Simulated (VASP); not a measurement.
# AlP (F-43m) in VASP: notebook, part 2 of 2

VASP 6.6.1. The steps go on from the part before.

## (4) Single point, LDA

INCAR

```
SYSTEM = AlP
PREC = Accurate
ENCUT = 500
EDIFF = 1E-6
ISMEAR = 0
SIGMA = 0.01
LREAL = .FALSE.
LASPH = .TRUE.
NELM = 120
ALGO = Normal
ISIF = 2
LWAVE = .FALSE.
LCHARG = .TRUE.
LELF = .TRUE.
LVHAR = .TRUE.
NBANDS = 11
GGA_COMPAT = .FALSE.
```

KPOINTS

```
Automatic mesh
0
G
  6 6 6
  0 0 0
```

POSCAR

```
AlP
1.0
    3.8544390000      0.0000000000      0.0000000000
    1.9272195000      3.3380420913      0.0000000000
    1.9272195000      1.1126806971      3.1471362649
Al P
1 1
Direct
    0.0000000000      0.0000000000      0.0000000000
    0.2500000000      0.2500000000      0.2500000000
```

Potentials or basis: VASP PAW LDA potentials, release 64 (Al, P).

Started as:

```
$ cat potpaw_LDA.64/Al/POTCAR potpaw_LDA.64/P/POTCAR > POTCAR
$ mpirun -np 1 vasp_std > vasp.out
```

OUTCAR:

```text
SYSTEM = AlP
   PREC = Accurate
   ENCUT = 500
   EDIFF = 1E-6
   ISMEAR = 0
   LREAL = .FALSE.
   LASPH = .TRUE.
   NELM = 120
   ISIF = 2

 ion  position               nearest neighbor table
   1  0.000  0.000  0.000-   2 2.36   2 2.36   2 2.36   2 2.36
   2  0.250  0.250  0.250-   1 2.36   1 2.36   1 2.36   1 2.36

  LATTYP: Found a face centered cubic cell.
 ALAT       =     5.4509999091

  Lattice vectors:

 A1 = (   3.8544390000,   0.0000000000,   0.0000000000)
 A2 = (   1.9272195000,   3.3380420913,   0.0000000000)
 A3 = (   1.9272195000,   1.1126806971,   3.1471362649)

Analysis of symmetry for initial positions (statically):
=====================================================================
 Subroutine PRICEL returns:
 Original cell was already a primitive cell.

 Routine SETGRP: Setting up the symmetry group for a
 face centered cubic supercell.

 Subroutine GETGRP returns: Found 24 space group operations
 (whereof 24 operations were pure point group operations)
 out of a pool of 48 trial point group operations.

The static configuration has the point symmetry T_d .

Analysis of symmetry for dynamics (positions and initial velocities):
=====================================================================
 Subroutine PRICEL returns:
 Original cell was already a primitive cell.

 Routine SETGRP: Setting up the symmetry group for a
 face centered cubic supercell.

 Subroutine GETGRP returns: Found 24 space group operations
 (whereof 24 operations were pure point group operations)
 out of a pool of 48 trial point group operations.

The dynamic configuration has the point symmetry T_d .

 Subroutine INISYM returns: Found 24 space group operations
 (whereof 24 operations are pure point group operations),
 and found     1 'primitive' translations

----------------------------------------------------------------------------------------

                                     Primitive cell

  volume of cell :      40.4919

  direct lattice vectors                    reciprocal lattice vectors
     3.854439000  0.000000000  0.000000000     0.259441127 -0.149788405 -0.105916397
     1.927219500  3.338042091  0.000000000     0.000000000  0.299576810 -0.105916397
     1.927219500  1.112680697  3.147136265     0.000000000  0.000000000  0.317749190

  length of vectors
     3.854439000  3.854439000  3.854439000     0.317749190  0.317749190  0.317749190

  position of ions in fractional coordinates (direct lattice)
     0.000000000  0.000000000  0.000000000
     0.250000000  0.250000000  0.250000000

  ion indices of the primitive-cell ions
   primitive index   ion index
                 1           1
                 2           2

----------------------------------------------------------------------------------------

 KPOINTS: Automatic mesh

Automatic generation of k-mesh.
 Grid dimensions read from file:
 generate k-points for:    6    6    6

 Generating k-lattice:

  Cartesian coordinates                     Fractional coordinates (reciprocal lattice)
     0.043240188 -0.024964734 -0.017652733     0.166666667  0.000000000  0.000000000
     0.000000000  0.049929468 -0.017652733     0.000000000  0.166666667  0.000000000
     0.000000000  0.000000000  0.052958198     0.000000000  0.000000000  0.166666667

  Length of vectors
     0.052958198  0.052958198  0.052958198

  Shift w.r.t. Gamma in fractional coordinates (k-lattice)
     0.000000000  0.000000000  0.000000000

 Subroutine IBZKPT returns following result:
 ===========================================

 Found     16 irreducible k-points:

 Following reciprocal coordinates:
            Coordinates               Weight
  0.000000  0.000000  0.000000      1.000000
  0.166667 -0.000000 -0.000000      8.000000
  0.333333  0.000000  0.000000      8.000000
  0.500000  0.000000 -0.000000      4.000000
  0.166667  0.166667 -0.000000      6.000000
  0.333333  0.166667  0.000000     24.000000
[... 8 lines left out ...]
 -0.333333  0.333333  0.166667     24.000000
 -0.333333  0.500000  0.166667     12.000000
   k-points           NKPTS =     16   k-points in BZ     NKDIM =     16   number of bands    NBANDS=     11
   number of dos      NEDOS =    301   number of ions     NIONS =      2
   total plane-waves  NPLWV =  21952
   dimension x,y,z NGX =    28 NGY =   28 NGZ =   28
   dimension x,y,z NGXF=    56 NGYF=   56 NGZF=   56
   ions per type =               1   1
   NGX,Y,Z   is equivalent  to a cutoff of  12.08, 12.08, 12.08 a.u.
   NGXF,Y,Z  is equivalent  to a cutoff of  24.15, 24.15, 24.15 a.u.
 SYSTEM =  AlP
   PREC   = accura    normal or accurate (medium, high low for compatibility)
   ISTART =      0    job   : 0-new  1-cont  2-samecut
   ICHARG =      2    charge: 1-file 2-atom 10-const
   ISPIN  =      1    spin polarized calculation?
   LNONCOLLINEAR =      F non collinear calculations
   LSORBIT =      F    spin-orbit coupling
   LASPH  =      T    aspherical Exc in radial PAW
   ENCUT  =  500.0 eV  36.75 Ry    6.06 a.u.   7.03  7.03  7.03*2*pi/ulx,y,z
   NELM   =    120;   NELMIN=  2; NELMDL= -5     # of ELM steps
   EDIFF  = 0.1E-05   stopping-criterion for ELM
   LREAL  =      F    real-space projection
   EDIFFG = 0.1E-04   stopping-criterion for IOM
   NSW    =      0    number of steps for IOM
   IBRION =     -1    ionic relax: 0-MD 1-quasi-New 2-CG
   NFREE  =      0    steps in history (QN), initial steepest desc. (CG)
   ISIF   =      2    stress and relaxation
   ISYM   =      2    0-nonsym 1-usesym 2-fastsym
   POTIM  = 0.5000    time-step for ionic-motion
   TEBEG  =    0.0;   TEEND  =   0.0 temperature during run
   PSTRESS=    0.0 pullay stress
   NELECT =       8.0000    total number of electrons
   NUPDOWN=      -1.0000    fix difference up-down
   EMIN   =  10.00;   EMAX   =-10.00  energy-range for DOS
   EFERMI =   0.00;   METHOD = LEGACY
   ISMEAR =     0;   SIGMA  =   0.01  broadening in eV -4-tet -1-fermi 0-gaus
   EFERMI_NEDOS =   21; number of points for ismear=-14 and -15
   IALGO  =     38    algorithm
   IMIX   =      4    mixing-type and parameters
     AMIX     =   0.40;   BMIX     =  1.00
     AMIX_MAG =   1.60;   BMIX_MAG =  1.00
  volume/ion in A,a.u.               =      20.25       136.63
  Fermi-wavevector in a.u.,A,eV,Ry     =   0.953488  1.801831 12.369597  0.909140
  Thomas-Fermi vector in A             =   2.082148
   LORBIT       =      0    0 simple, 1 ext, 2 COOP (PROOUT), +10 PAW based schemes
   GGA     = CA    functional components
   LHFCALC =     F    Hartree Fock is set to
   AEXX    =    0.0000 exact exchange contribution
   IVDW    =     0    specifies the selected vdW correction
   LEPSILON=     F    determine dielectric tensor
   LRPA    =     F    only Hartree local field effects (RPA)
 non-spin polarized calculation
 Gauss-broadening in eV      SIGMA  =   0.01
  energy-cutoff  :      500.00
  volume of cell :       40.49
 maximum number of plane-waves:      1056
   NGX = 13   NGY = 13   NGZ = 13

 number of electron       8.0000000 magnetization

 Free energy of the ion-electron system (eV)
  ---------------------------------------------------
  ext. energy  EPLUGINS =         0.00000000
  ---------------------------------------------------
  free energy    TOTEN  =       -11.40286687 eV

  energy without entropy =      -11.40286687  energy(sigma->0) =      -11.40286687

 E-fermi :   4.5600     XC(G=0):  -9.4667

 val. band max:        4.5009448682   @ k =   0.0000   0.0000   0.0000
 cond. band min:       5.9287172927   @ k =   0.5000   0.5000  -0.0000
 fundamental gap:      1.4277724245
 Fermi energy:         4.5600051134

 k-point     1 :       0.0000    0.0000    0.0000
  band No.  band energies     occupation
      1      -7.0338      2.00000
      2       4.5009      2.00000
      3       4.5009      2.00000
      4       4.5009      2.00000
      5       7.6600      0.00000
      6       8.9766      0.00000
      7       8.9766      0.00000
      8       8.9766      0.00000
      9      13.3163      0.00000
     10      13.3163      0.00000
     11      14.5137      0.00000
[... 197 lines left out ...]
 k-point    16 :      -0.3333    0.5000    0.1667
  band No.  band energies     occupation
      1      -4.6081      2.00000
      2      -0.5992      2.00000
      3       1.5374      2.00000
      4       1.7797      2.00000
      5       7.7000      0.00000
      6       8.7017      0.00000
      7      12.0519      0.00000
      8      12.4137      0.00000
      9      15.6052      0.00000
     10      16.4326      0.00000
     11      17.6463      0.00000

------------------------ aborting loop because EDIFF is reached ----------------------------------------

  FORCE on cell =-STRESS in cart. coord.  units (eV):
  Direction    XX          YY          ZZ          XY          YZ          ZX
  --------------------------------------------------------------------------------------
  -------------------------------------------------------------------------------------
  Total       -0.1885684     -0.1885684     -0.1885684     -0.0000000     -0.0000000     -0.0000000
  in kB       -7.4612381     -7.4612381     -7.4612381     -0.0000000     -0.0000000     -0.0000000
  external PRESSURE =      -7.4612381 kB  Pullay stress =       0.0000000 kB

 VOLUME and BASIS-vectors are now :
 -----------------------------------------------------------------------------
  energy-cutoff  :      500.00
  volume of cell :       40.49
      direct lattice vectors                 reciprocal lattice vectors
     3.854439000  0.000000000  0.000000000     0.259441127 -0.149788405 -0.105916397
     1.927219500  3.338042091  0.000000000     0.000000000  0.299576810 -0.105916397
     1.927219500  1.112680697  3.147136265     0.000000000  0.000000000  0.317749190

 POSITION                                       TOTAL-FORCE (eV/Angst)
 -----------------------------------------------------------------------------------
      0.00000      0.00000      0.00000         0.000000     -0.000000     -0.000000
      1.92722      1.11268      0.78678        -0.000000      0.000000      0.000000
 -----------------------------------------------------------------------------------
    total drift:                               -0.000000     -0.000000     -0.000000

  FREE ENERGIE OF THE ION-ELECTRON SYSTEM (eV)
  ---------------------------------------------------
  free  energy   TOTEN  =       -11.4028668742 eV

  energy  without entropy=      -11.4028668742  energy(sigma->0) =      -11.40286687
```

Wall time 10 s (1 thread of Intel Xeon Platinum 8259CL at 2.50GHz (Skylake/Cascade Lake), shared host); peak memory 0.13 GiB.

Results:

- Free energy: -11.4029 eV
- Pressure: -0.7 GPa
- Band gap on the k mesh: 1.43 eV, indirect (least direct gap 3.16 eV)

Levels at points of the mesh, in eV from the valence-band top:
```csv
k point,band 1,band 2,band 3,band 4,band 5,band 6,band 7,band 8
"(0.00, 0.00, 0.00)",-11.53,0.00,0.00,0.00,3.16,4.48,4.48,4.48
"(0.50, 0.00, 0.00)",-9.82,-5.61,-0.77,-0.77,2.68,4.73,4.73,8.08
"(0.50, 0.50, 0.00)",-9.15,-5.37,-2.13,-2.13,1.43,2.33,10.93,10.93
```

## (5) The runs side by side

```csv
level,potentials or basis,gap on the mesh (eV),pressure (GPa)
revPBE,"VASP PAW PBE potentials, release 64 (Al, P)",1.62,3.8
BLYP,"VASP PAW PBE potentials, release 64 (Al, P)",1.83,5.3
LDA,"VASP PAW LDA potentials, release 64 (Al, P)",1.43,-0.7
```

Alike in all rows: task single point; no spin polarisation; cell as given; k mesh 6 × 6 × 6; cutoff (eV) 500; smearing gaussian 0.01 eV.

Caveats: the PAW data sets were made with another functional, which shifts forces and pressure a little (some runs).

Total energies depend on the potentials used, so only differences within one code and one set of settings carry meaning.

## (6) How close it comes

Step 4. A measured gap of AlP is 2.505 eV (indirect; 4.2 K; a printed reference work, data compilation); the calculated 1.43 eV misses it by -1.08 eV. The value is that of LDA on a finite k mesh, which can miss the band edges, without temperature or zero-point motion. Semilocal functionals fall short of measured gaps as a rule.
